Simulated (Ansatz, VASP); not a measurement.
TePb in VASP and in Ansatz

```
Te Pb
1.0
     0.00000    3.24837    3.24837
     3.24837    0.00000    3.24837
     3.24837    3.24837    0.00000
Te Pb
1 1
Direct
  0.50000 0.50000 0.50000
  0.00000 0.00000 0.00000
```

Change from the starting cell: volume scaled by 1.02.

Alike in both runs: task single point; functional PBE; k mesh 11 × 11 × 11; occupations fermi-dirac, width 0.08 eV; no spin polarisation.

|  | VASP | Ansatz |
| --- | --- | --- |
| version | VASP 6.6.1 | Ansatz 0.2.0 |
| potentials or method | VASP PAW PBE potentials, release 64 (Te, Pb_d), cutoff 520 eV | all-electron LAPW, scalar-relativistic |

Ansatz gave:

| Property | Result |
| --- | --- |
| pressure (GPa) | 1.4 |

Estimate VASP's values.

pressure (GPa): 1.3.

Ansatz ran all-electron here, so the differences hold the error of VASP's frozen core and of both bases.

Spin-orbit coupling is left out, which matters for the levels of Pb, Te.
